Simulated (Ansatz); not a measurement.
Space group Fm-3m (No. 225). a = 4.328 Å, b = 4.328 Å, c = 4.328 Å, α = 90.00°, β = 90.00°, γ = 90.00°
```
atom site symmetry x y z
  Be    8c      -43m  0.2500  0.7500  0.7500
   C    4a m-3m  0.0000  0.0000  0.0000
```

Equation of state of this Be$_{2}$C structure (not necessarily the ground state), with shape and atoms relaxed at each volume where symmetry leaves them free. Computed with Ansatz 0.2.0, DFT PBE, scalar-relativistic, plane waves, PAW.

Plane waves to 420 eV, a k mesh through Γ of 12×12×12 on the computed 3-atom cell and Gaussian smearing (0.02 eV); no spin polarisation.

```json
{"V (Å³/atom)": "5.947", "E − E(largest V) (meV/atom)": "37.21", "P (GPa)": "32.21", "gap on mesh (eV)": "1.22"}
{"V (Å³/atom)": "6.150", "E − E(largest V) (meV/atom)": "2.80", "P (GPa)": "22.42", "gap on mesh (eV)": "1.21"}
{"V (Å³/atom)": "6.353", "E − E(largest V) (meV/atom)": "-20.06", "P (GPa)": "13.90", "gap on mesh (eV)": "1.20"}
{"V (Å³/atom)": "6.555", "E − E(largest V) (meV/atom)": "-32.87", "P (GPa)": "6.48", "gap on mesh (eV)": "1.18"}
{"V (Å³/atom)": "6.758", "E − E(largest V) (meV/atom)": "-36.87", "P (GPa)": "0.00", "gap on mesh (eV)": "1.17"}
{"V (Å³/atom)": "6.961", "E − E(largest V) (meV/atom)": "-33.17", "P (GPa)": "-5.67", "gap on mesh (eV)": "1.16"}
{"V (Å³/atom)": "7.164", "E − E(largest V) (meV/atom)": "-22.82", "P (GPa)": "-10.62", "gap on mesh (eV)": "1.14"}
{"V (Å³/atom)": "7.434", "E − E(largest V) (meV/atom)": "0.00", "P (GPa)": "-16.27", "gap on mesh (eV)": "1.12"}
```

Problem. Fit a third-order Birch–Murnaghan equation to E(V).

Solution. V0 = 6.76 Å³/atom, B0 = 202 GPa, B0' = 3.5.